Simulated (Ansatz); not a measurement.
# Pt(111) with 4 layers of random Pt-Ru, 2x2: scattering by chemical disorder

How strongly does chemical disorder scatter in Pt(111) with 4 layers of random Pt-Ru, 2x2?

Program: Ansatz 0.2.0. Level of theory: Ansatz plane-wave DFT, PBE, PAW files; ballistic transport by layer matching (Landauer), zero bias; PAW set soft_1. Results are calculated unless marked as measured.

## (1) Set-up

The cell holds 40 atoms: 38 Pt and 2 Ru. Its edges and angles: a = 5.546 Å, b = 5.546 Å, c = 22.699 Å, α = 93.5°, β = 86.5°, γ = 120.0°. It derives from Pt. Regions: lead, 24 atoms (24 Pt); scattering region, 16 atoms (14 Pt and 2 Ru). The structure is stacked along c, and the current runs across the ab planes.

## (2) With 4 alloy layers

In 4 layers a share of 0.125 of the sites is given to Ru at random. The layers about the cell's end stay perfect and serve as the lead. Energies from -0.05 to 0.05 eV in steps of 0.05 eV are too few for the program's thermal sum, so it prints no conductance; for a metal the transmission near the Fermi level serves, at a fraction of the cost.

input.yaml reads:

```yaml
crystal:
  lattice:
    - [5.5462627489, 0.0, 0.0]
    - [-2.7731313745, 4.8032044366, 0.0]
    - [1.3865656872, -0.8005340728, 22.6425228571]
  atoms:
    - { symbol: Pt, position: [0.9916666667, 0.0083333333, 0.05] }
    - { symbol: Pt, position: [0.9916666667, 0.5083333333, 0.05] }
    - { symbol: Pt, position: [0.4916666667, 0.0083333333, 0.05] }
    - { symbol: Pt, position: [0.4916666667, 0.5083333333, 0.05] }
    - { symbol: Pt, position: [0.1416666667, 0.3583333333, 0.15] }
    - { symbol: Pt, position: [0.1416666667, 0.8583333333, 0.15] }
    - { symbol: Pt, position: [0.6416666667, 0.3583333333, 0.15] }
    - { symbol: Pt, position: [0.6416666667, 0.8583333333, 0.15] }
    - { symbol: Pt, position: [0.2916666667, 0.2083333333, 0.25] }
    - { symbol: Pt, position: [0.2916666667, 0.7083333333, 0.25] }
    - { symbol: Pt, position: [0.7916666667, 0.2083333333, 0.25] }
    - { symbol: Pt, position: [0.7916666667, 0.7083333333, 0.25] }
    - { symbol: Pt, position: [0.9416666667, 0.0583333333, 0.35] }
    - { symbol: Pt, position: [0.9416666667, 0.5583333333, 0.35] }
    - { symbol: Pt, position: [0.4416666667, 0.0583333333, 0.35] }
    - { symbol: Pt, position: [0.4416666667, 0.5583333333, 0.35] }
    - { symbol: Pt, position: [0.0916666667, 0.4083333333, 0.45] }
    - { symbol: Pt, position: [0.0916666667, 0.9083333333, 0.45] }
    - { symbol: Pt, position: [0.5916666667, 0.4083333333, 0.45] }
    - { symbol: Pt, position: [0.5916666667, 0.9083333333, 0.45] }
    - { symbol: Pt, position: [0.2416666667, 0.2583333333, 0.55] }
    - { symbol: Pt, position: [0.2416666667, 0.7583333333, 0.55] }
    - { symbol: Pt, position: [0.7416666667, 0.2583333333, 0.55] }
    - { symbol: Pt, position: [0.7416666667, 0.7583333333, 0.55] }
    - { symbol: Ru, position: [0.8916666667, 0.1083333333, 0.65] }
    - { symbol: Pt, position: [0.8916666667, 0.6083333333, 0.65] }
    - { symbol: Pt, position: [0.3916666667, 0.1083333333, 0.65] }
    - { symbol: Ru, position: [0.3916666667, 0.6083333333, 0.65] }
    - { symbol: Pt, position: [0.0416666667, 0.4583333333, 0.75] }
    - { symbol: Pt, position: [0.0416666667, 0.9583333333, 0.75] }
    - { symbol: Pt, position: [0.5416666667, 0.4583333333, 0.75] }
    - { symbol: Pt, position: [0.5416666667, 0.9583333333, 0.75] }
    - { symbol: Pt, position: [0.1916666667, 0.3083333333, 0.85] }
    - { symbol: Pt, position: [0.1916666667, 0.8083333333, 0.85] }
    - { symbol: Pt, position: [0.6916666667, 0.3083333333, 0.85] }
    - { symbol: Pt, position: [0.6916666667, 0.8083333333, 0.85] }
    - { symbol: Pt, position: [0.8416666667, 0.1583333333, 0.95] }
    - { symbol: Pt, position: [0.8416666667, 0.6583333333, 0.95] }
    - { symbol: Pt, position: [0.3416666667, 0.1583333333, 0.95] }
    - { symbol: Pt, position: [0.3416666667, 0.6583333333, 0.95] }
kpoints:
  mp_grid: { grid: [5, 5, 1] }
hamiltonian:
  xc: pbe
  pseudopotentials: { kind: paw, azcp: { folder: soft_1 } }
scf:
  occupations: { method: fermi_dirac, width: 0.1 }
output:
  transmission:
    leads: [[0, 4]]
    kmesh: [10, 10]
    e_range: [-0.05, 0.05]
    de: 0.05
  write_potential: true
  write_density: true
  volumetric_format: npy
```

On the command line:

```console
$ ansatz run input.yaml --threads 4 --pin off --max-ram 15360MiB --backend cpu --events-out ev --progress --plain --runs-dir out
```

Numbers of over 12 decimals in the logs are rounded to 6 here.

What it wrote:

```text
Engine: ansatz 0.2.0, aarch64-unknown-linux-gnu
Pseudopotentials: kind: paw
Pseudopotential: Pt, paw, valence charge 18, recommended cutoff 420 eV (normal), soft_1/Pt.paw.azcp
Pseudopotential: Ru, paw, valence charge 16, recommended cutoff 420 eV (normal), soft_1/Ru.paw.azcp
Functional definition: PBE
  parameter kappa = 0.804
  parameter beta = 0.066725
  exchange = pbe_x(kappa = kappa, mu = beta*pi^2/3)
  correlation = pbe_c(beta = beta)
Crystal: 40 atoms, lattice volume = 603.193 Å³
Basis set: ecut = 420 eV, 11827 PW (Γ)
Bands: 430, of which v1, the nominal top of the filled ones, is band 358 counted from 1 (357 counted from 0)
Symmetry: 8 space group operations
Space group: P2/m (ITA 10), of the structure as read, at distance tolerance 8.4e-5 Å
k-points: 9 of 25
Non-local potential: Pt, projectors of the file, l = 0: 3, l = 1: 2, l = 2: 2, l = 3: 1
Non-local potential: Ru, projectors of the file, l = 0: 3, l = 1: 2, l = 2: 2, l = 3: 1
PAW form: soft (Blöchl's): semilocal exchange-correlation on the pseudo side does not see the compensation charge
PAW one-centre angular grid: Pt, 590 points (default); XC on 64 Gauss nodes
PAW one-centre angular grid: Ru, 590 points (default); XC on 64 Gauss nodes
Initial density: superposition of atomic densities (chi_scale 0.1, normalization cell, long waves kept (reshape's long-wave potential 0.63 eV rms))
Initial wavefunctions: pseudopotential atomic-orbital guess
Functional: x = pbe(κ = 0.804, μ = 0.219515), c = pbe(β = 0.066725)
SCF iter   1: F=—  HF=-487726.823519 eV  |F-HF|=—  |Δ(HF+E_count)|=         —  Δρ=1.36e-1  dr2=2.39e3  ethr=3.10e-3  ⟨swp⟩=5.0  Hψ=11668  notcnv=0  defer=170
preconditioner: auto → Kerker (q_TF=auto, 2.807 Å⁻¹)  [metal: Δε(μ)=0.031 eV  Ē_g=8.388 eV  σ=0.100 eV  W_gap=0.08  n_scr=246 (ndim 8)  ℏωp=30.1 eV  f_vac=0.000  D(μ)=40.47/eV (n_scr^D=412)]
SCF iter   2: F=—  HF=-487702.948984 eV  |F-HF|=—  |Δ(HF+E_count)|=    2.39e1  Δρ=5.65e-2  dr2=4.44e2  ethr=3.10e-3  ⟨swp⟩=2.0  Hψ=6278  notcnv=0  defer=329
SCF iter   3: F=—  HF=-487697.423012 eV  |F-HF|=—  |Δ(HF+E_count)|=    5.53e0  Δρ=3.63e-2  dr2=2.39e1  ethr=3.10e-3  ⟨swp⟩=2.7  Hψ=6301  notcnv=0  defer=329
SCF iter   4: F=—  HF=-487696.764717 eV  |F-HF|=—  |Δ(HF+E_count)|=   6.58e-1  Δρ=2.30e-2  dr2=8.65e1  ethr=3.10e-3  ⟨swp⟩=2.0  Hψ=4477  notcnv=0  defer=329  recentre
SCF iter   5: F=—  HF=-487696.325475 eV  |F-HF|=—  |Δ(HF+E_count)|=   4.39e-1  Δρ=4.57e-3  dr2=5.68e0  ethr=3.10e-3  ⟨swp⟩=1.0  Hψ=3639  notcnv=0  defer=329
SCF iter   6: F=—  HF=-487696.288238 eV  |F-HF|=—  |Δ(HF+E_count)|=   3.72e-2  Δρ=1.77e-3  dr2=7.87e-1  ethr=7.94e-4  ⟨swp⟩=1.1  Hψ=3748  notcnv=0  defer=333
SCF iter   7: F=—  HF=-487696.283338 eV  |F-HF|=—  |Δ(HF+E_count)|=   4.90e-3  Δρ=3.30e-4  dr2=1.88e-2  ethr=1.10e-4  ⟨swp⟩=1.0  Hψ=3537  notcnv=0  defer=333
SCF iter   8: F=—  HF=-487696.283229 eV  |F-HF|=—  |Δ(HF+E_count)|=   1.09e-4  Δρ=6.98e-5  dr2=9.61e-5  ethr=2.62e-6  ⟨swp⟩=1.0  Hψ=3537  notcnv=0  defer=333
SCF iter   9: F=—  HF=-487696.281414 eV  |F-HF|=—  |Δ(HF+E_count)|=   1.81e-3  Δρ=2.28e-5  dr2=2.46e-5  ethr=1.34e-8  ⟨swp⟩=1.6  Hψ=3946  notcnv=0  defer=333
SCF iter  10: F=—  HF=-487696.281414 eV  |F-HF|=—  |Δ(HF+E_count)|=   4.35e-7  Δρ=5.40e-6  dr2=1.28e-6  ethr=3.43e-9  ⟨swp⟩=1.0  Hψ=3537  notcnv=0  defer=333
SCF iter  11: F=—  HF=-487696.281413 eV  |F-HF|=—  |Δ(HF+E_count)|=   5.14e-8  Δρ=1.46e-6  dr2=1.31e-7  ethr=1.79e-10  ⟨swp⟩=1.0  Hψ=3537  notcnv=0  defer=333
SCF iter  12: F=-487696.281413 eV  HF=-487696.281413 eV  |F-HF|=4.83e-9  |Δ(HF+E_count)|=   1.22e-9  Δρ=4.24e-7  dr2=5.51e-9  ethr=1.40e-11  ⟨swp⟩=8.2  Hψ=10480  notcnv=0
SCF 1 converged in 12 iterations: F = -487696.281413 eV  dr2 = 5.51e-9
  greatest PAW one-centre occupation: 1.000 electrons in one spin orbital (limit 2), on the Pt atom at site 26 (counted from 0), in its partial waves of l = 0
transmission: 130 of 1271 steps passed
transmission: 258 of 1271 steps passed
[...]
transmission: 1271 of 1271 steps passed
SCF converged after 12 iterations
Free energy (F): -487696.281413 eV
Harris-Foulkes:  -487696.281413 eV  (|F-HF|=4.83e-9)
Internal energy: -487694.116170 eV  (E = F + TS)
E sigma→0 (E₀):  -487695.198792 eV
Entropy (-TS):   -2.165243 eV (-54.131 meV/atom)
Fermi energy:    23.299126 eV
--- Per-component energies (eV) ---
  E_band       = -5086.806016
  E_kinetic    = 23614.062846
  E_local      = -57088.276708  (includes V_loc(G=0)·N_el)
  E_nonlocal   = 8573.034269
  E_hartree    = 21603.621752
  E_xc         = -9176.234656
  E_vxc        = -10753.517112  (∫ρ·V_xc dr)
  E_paw        = -367390.966916  (= ΣΔE_a)
  E_vpaw       = -12639.396040  (= ΣTr[D̂ρ^β])
  E_aug_tail   = 0.043720  (compensation charges beyond the density's cutoff)
  E_ewald      = -107829.400477
  E_smearing   = -2.165243  (= −TS)
  E_closure    = -0.000000  (closes the sum)
  Σ components = -487696.281413   (vs F -487696.281413, Δ=0.00e0)
--- Band table (eV; the first three rows and the last of 9) ---
  k-point 0: bands = [... 354 lower, 23.4788, 23.4949, 23.5169, 23.5186, 23.5316, 23.5378, 23.6086, 23.6168, ... 68 higher]
  k-point 1: bands = [... 354 lower, 23.2696, 23.3165, 23.3210, 23.3387, 23.3990, 23.4075, 23.4651, 23.5001, ... 68 higher]
  k-point 2: bands = [... 354 lower, 23.2101, 23.2107, 23.2583, 23.2661, 23.3284, 23.3500, 23.4154, 23.4287, ... 68 higher]
  k-point 8: bands = [... 354 lower, 23.1978, 23.2218, 23.2639, 23.2779, 23.2827, 23.3454, 23.3680, 23.3830, ... 68 higher]
--- Transmission ---
  basis      : 241 plane waves across, 41 finite elements along
  points     : 31, standing for a mesh of 10 x 10
  energies   : 3 from -0.050000 to 0.050000 eV about the Fermi level, 0.050000 eV apart; the leads are filled to 0.000000 eV, and channels, transmission and decay are at 0.000000 eV
  crystal 0  : Pt4, at the sites [0, 4], period 2.2643 Å, over 20.38 Å; its Hamiltonian steps by up to 2.6 meV
    offset         : up to 0.0000 Å between an atom of the period and one for which it stands
    channels       : 6.890000e0 a spin
    conductance    : none, the energies end too early or step too widely for 300 K: set another output.transmission.e_range or a lower de, or, where they end at an eighth of basis.ecutwfc, a higher one
  junction   : crystal 0 to crystal 0, 3.83 to 24.21 Å
    transmission   : 4.320930e0 a spin
    conductance    : none, the energies end too early or step too widely for 300 K: set another output.transmission.e_range or a lower de, or, where they end at an eighth of basis.ecutwfc, a higher one
```

It took 4.8 min on 4 threads of Arm Neoverse V1, shared host; peak memory 4.9 GiB.

Reading the cycles: dr2 is the Hartree energy of the density residual (eV), the measure of convergence; HF is the Harris–Foulkes estimate of the energy, which meets the free energy F at convergence.

This step gave:

```yaml
free_energy: -487696.2814 eV
energy_at_zero_smearing: -487695.1988 eV
fermi_energy: 23.30 eV
cell_area: 26.64 Å²
transmission_per_spin_nearest_the_fermi_level: 4.321
open_channels_per_spin_nearest_the_fermi_level: 6.89
step_of_the_lead_s_potential: 2.6 meV
```

Per spin. The transmission, zone mean by energy, zero at the Fermi level:

```
energy (eV)  transmission, zone mean
    -0.0500                     4.74
     0.0000                     4.32
     0.0500                     4.01
```

Per spin. Table of open channels, zone mean, lead by energy, zero at the Fermi level:

```
energy (eV)  open channels, zone mean, lead
    -0.0500                            7.16
     0.0000                            6.89
     0.0500                            6.21
```

Transmission over k1 and k2. At 0.0000 eV from the Fermi level.

Ten even steps from '_' (1.43) to '@' (6.47):
```
@@@@**++++@@%%..__--
--**@@====%%**--____
--++==%%::%%**##--..
%%++==::++++--****%%
%%@@%%%%++--++%%%%@@
%%%%****--++++::==++
--..--##**%%::%%==++
--____--**%%====@@**
@@--__..%%@@++++**@@
@@@@----%%%%%%----@@
```
Columns: k1 (b1) from -0.5 to 0.4; rows upwards: k2 (b2) from -0.5 to 0.4.

Open channels over k1 and k2. At 0.0000 eV from the Fermi level.

Values, 10 rows by 10 columns:
```
10.0  8.0  6.0  6.0  6.0  8.0 10.0  4.0  3.0  4.0
 6.0  6.0  8.0  7.0  7.0  8.0  6.0  6.0  3.0  3.0
 6.0  6.0  7.0  9.0  4.0  9.0  7.0  6.0  6.0  4.0
10.0  6.0  7.0  4.0  9.0  9.0  4.0  7.0  6.0 10.0
10.0  8.0  8.0  9.0  9.0  5.0  9.0  9.0  8.0  8.0
10.0 10.0  6.0  7.0  4.0  9.0  9.0  4.0  7.0  6.0
 6.0  4.0  6.0  6.0  7.0  9.0  4.0  9.0  7.0  6.0
 6.0  3.0  3.0  6.0  6.0  8.0  7.0  7.0  8.0  6.0
10.0  4.0  3.0  4.0 10.0  8.0  6.0  6.0  6.0  8.0
10.0 10.0  6.0  6.0 10.0 10.0 10.0  6.0  6.0 10.0
```
Columns: k1 (b1) from -0.5 to 0.4; rows upwards: k2 (b2) from -0.5 to 0.4.

Over the solved energies the transmission per spin lies between 4.01 and 4.74, out of 6.75 channels of the lead on average (up to 7.16).

## (3) With 8 alloy layers

In 8 layers a share of 0.125 of the sites is given to Ru at random. A fresh draw is used; the growth of the resistance with length is what counts.

System of this step: Pt(111) with 8 layers of random Pt-Ru, 2x2. The cell holds 56 atoms: 52 Pt and 4 Ru. Its edges and angles: a = 5.546 Å, b = 5.546 Å, c = 31.740 Å, α = 87.5°, β = 92.5°, γ = 120.0°. It derives from Pt. Regions: lead, 24 atoms (24 Pt); scattering region, 32 atoms (28 Pt and 4 Ru). The structure is stacked along c, and the current runs across the ab planes.

input.yaml reads:

```yaml
crystal:
  lattice:
    - [5.5462627489, 0.0, 0.0]
    - [-2.7731313745, 4.8032044366, 0.0]
    - [-1.3865656872, 0.8005340728, 31.6995319999]
  atoms:
    - { symbol: Pt, position: [0.005952381, 0.994047619, 0.0357142857] }
    - { symbol: Pt, position: [0.005952381, 0.494047619, 0.0357142857] }
    - { symbol: Pt, position: [0.505952381, 0.994047619, 0.0357142857] }
    - { symbol: Pt, position: [0.505952381, 0.494047619, 0.0357142857] }
    - { symbol: Pt, position: [0.1845238095, 0.3154761905, 0.1071428571] }
    - { symbol: Pt, position: [0.1845238095, 0.8154761905, 0.1071428571] }
    - { symbol: Pt, position: [0.6845238095, 0.3154761905, 0.1071428571] }
    - { symbol: Pt, position: [0.6845238095, 0.8154761905, 0.1071428571] }
    - { symbol: Pt, position: [0.3630952381, 0.1369047619, 0.1785714286] }
    - { symbol: Pt, position: [0.3630952381, 0.6369047619, 0.1785714286] }
    - { symbol: Pt, position: [0.8630952381, 0.1369047619, 0.1785714286] }
    - { symbol: Pt, position: [0.8630952381, 0.6369047619, 0.1785714286] }
    - { symbol: Pt, position: [0.0416666667, 0.9583333333, 0.25] }
    - { symbol: Pt, position: [0.0416666667, 0.4583333333, 0.25] }
    - { symbol: Ru, position: [0.5416666667, 0.9583333333, 0.25] }
    - { symbol: Pt, position: [0.5416666667, 0.4583333333, 0.25] }
    - { symbol: Pt, position: [0.2202380952, 0.2797619048, 0.3214285714] }
    - { symbol: Pt, position: [0.2202380952, 0.7797619048, 0.3214285714] }
    - { symbol: Pt, position: [0.7202380952, 0.2797619048, 0.3214285714] }
    - { symbol: Pt, position: [0.7202380952, 0.7797619048, 0.3214285714] }
    - { symbol: Pt, position: [0.3988095238, 0.1011904762, 0.3928571429] }
    - { symbol: Pt, position: [0.3988095238, 0.6011904762, 0.3928571429] }
    - { symbol: Pt, position: [0.8988095238, 0.1011904762, 0.3928571429] }
    - { symbol: Pt, position: [0.8988095238, 0.6011904762, 0.3928571429] }
    - { symbol: Pt, position: [0.0773809524, 0.9226190476, 0.4642857143] }
    - { symbol: Pt, position: [0.0773809524, 0.4226190476, 0.4642857143] }
    - { symbol: Pt, position: [0.5773809524, 0.9226190476, 0.4642857143] }
    - { symbol: Pt, position: [0.5773809524, 0.4226190476, 0.4642857143] }
    - { symbol: Ru, position: [0.255952381, 0.244047619, 0.5357142857] }
    - { symbol: Pt, position: [0.255952381, 0.744047619, 0.5357142857] }
    - { symbol: Pt, position: [0.755952381, 0.244047619, 0.5357142857] }
    - { symbol: Pt, position: [0.755952381, 0.744047619, 0.5357142857] }
    - { symbol: Pt, position: [0.4345238095, 0.0654761905, 0.6071428571] }
    - { symbol: Pt, position: [0.4345238095, 0.5654761905, 0.6071428571] }
    - { symbol: Pt, position: [0.9345238095, 0.0654761905, 0.6071428571] }
    - { symbol: Pt, position: [0.9345238095, 0.5654761905, 0.6071428571] }
    - { symbol: Pt, position: [0.1130952381, 0.8869047619, 0.6785714286] }
    - { symbol: Pt, position: [0.1130952381, 0.3869047619, 0.6785714286] }
    - { symbol: Ru, position: [0.6130952381, 0.8869047619, 0.6785714286] }
    - { symbol: Pt, position: [0.6130952381, 0.3869047619, 0.6785714286] }
    - { symbol: Pt, position: [0.2916666667, 0.2083333333, 0.75] }
    - { symbol: Pt, position: [0.2916666667, 0.7083333333, 0.75] }
    - { symbol: Pt, position: [0.7916666667, 0.2083333333, 0.75] }
    - { symbol: Ru, position: [0.7916666667, 0.7083333333, 0.75] }
    - { symbol: Pt, position: [0.4702380952, 0.0297619048, 0.8214285714] }
    - { symbol: Pt, position: [0.4702380952, 0.5297619048, 0.8214285714] }
    - { symbol: Pt, position: [0.9702380952, 0.0297619048, 0.8214285714] }
    - { symbol: Pt, position: [0.9702380952, 0.5297619048, 0.8214285714] }
    - { symbol: Pt, position: [0.1488095238, 0.8511904762, 0.8928571429] }
    - { symbol: Pt, position: [0.1488095238, 0.3511904762, 0.8928571429] }
    - { symbol: Pt, position: [0.6488095238, 0.8511904762, 0.8928571429] }
    - { symbol: Pt, position: [0.6488095238, 0.3511904762, 0.8928571429] }
    - { symbol: Pt, position: [0.3273809524, 0.1726190476, 0.9642857143] }
    - { symbol: Pt, position: [0.3273809524, 0.6726190476, 0.9642857143] }
    - { symbol: Pt, position: [0.8273809524, 0.1726190476, 0.9642857143] }
    - { symbol: Pt, position: [0.8273809524, 0.6726190476, 0.9642857143] }
kpoints:
  mp_grid: { grid: [5, 5, 1] }
hamiltonian:
  xc: pbe
  pseudopotentials: { kind: paw, azcp: { folder: soft_1 } }
scf:
  occupations: { method: fermi_dirac, width: 0.1 }
output:
  transmission:
    leads: [[0, 4]]
    kmesh: [10, 10]
    e_range: [-0.05, 0.05]
    de: 0.05
  write_potential: true
  write_density: true
  volumetric_format: npy
```

What it wrote:

```text
[...]
Crystal: 56 atoms, lattice volume = 844.470 Å³
Basis set: ecut = 420 eV, 16521 PW (Γ)
Bands: 600, of which v1, the nominal top of the filled ones, is band 500 counted from 1 (499 counted from 0)
Symmetry: 2 space group operations
[...]
k-points: 9 of 25 (time reversal used)
[...]
SCF iter   1: F=—  HF=-674851.908120 eV  |F-HF|=—  |Δ(HF+E_count)|=         —  Δρ=1.46e-1  dr2=7.66e3  ethr=3.10e-3  ⟨swp⟩=4.8  Hψ=16305  notcnv=0  defer=237
[...]
SCF iter  13: F=-674799.518963 eV  HF=-674799.518963 eV  |F-HF|=6.40e-9  |Δ(HF+E_count)|=   1.05e-9  Δρ=2.47e-7  dr2=6.33e-9  ethr=1.00e-11  ⟨swp⟩=1.7  Hψ=5447  notcnv=0
SCF 1 converged in 13 iterations: F = -674799.518963 eV  dr2 = 6.33e-9
[...]
transmission: 178 of 1767 steps passed
transmission: 355 of 1767 steps passed
[...]
transmission: 1767 of 1767 steps passed
SCF converged after 13 iterations
Free energy (F): -674799.518963 eV
[...]
Internal energy: -674796.578301 eV  (E = F + TS)
E sigma→0 (E₀):  -674798.048632 eV
Entropy (-TS):   -2.940662 eV (-52.512 meV/atom)
Fermi energy:    23.246926 eV
[...]
--- Band table (eV; the first three rows and the last of 9) ---
  k-point 0: bands = [... 496 lower, 23.4704, 23.4877, 23.4994, 23.5037, 23.5146, 23.5252, 23.5317, 23.5750, ... 96 higher]
  k-point 1: bands = [... 496 lower, 23.2724, 23.2938, 23.3088, 23.3387, 23.3487, 23.3672, 23.3953, 23.4094, ... 96 higher]
  k-point 2: bands = [... 496 lower, 23.1730, 23.1871, 23.2247, 23.2767, 23.2994, 23.3040, 23.3165, 23.3301, ... 96 higher]
  k-point 8: bands = [... 496 lower, 23.1574, 23.1940, 23.1968, 23.2333, 23.2687, 23.3026, 23.3097, 23.3173, ... 96 higher]
--- Transmission ---
  basis      : 241 plane waves across, 57 finite elements along
  points     : 31, standing for a mesh of 10 x 10
[...]
channels       : 7.010000e0 a spin
[...]
junction   : crystal 0 to crystal 0, 0.70 to 30.13 Å
    transmission   : 3.713719e0 a spin
[...]
```

Wall time 12 min (4 threads); peak memory 8.6 GiB; 47 min of CPU time.

This step gave:

```
free energy                                    : -674799.5190 eV
energy at zero smearing                        : -674798.0486 eV
Fermi energy                                   : 23.25 eV
transmission per spin nearest the Fermi level  : 3.714
open channels per spin nearest the Fermi level : 7.01
step of the lead's potential                   : 12.1 meV
```

Per spin. The transmission, zone mean by energy, zero at the Fermi level:

```
energy (eV)  transmission, zone mean
    -0.0500                     3.99
     0.0000                     3.71
     0.0500                     3.38
```

Over the solved energies the transmission per spin lies between 3.38 and 3.99, out of 6.79 channels of the lead on average (up to 7.08).

(Part 1 of 2 ends here.)

[Logs are printed without paths, hosts, clocks, repeated set-up lines and the standing remarks that a program may print on its own settings, such as how far it seeks lower states.]

[Hosts, paths, dates, database ids (printed as entryN), source tags and the programs' standing remarks are cut or masked in the printed files.]
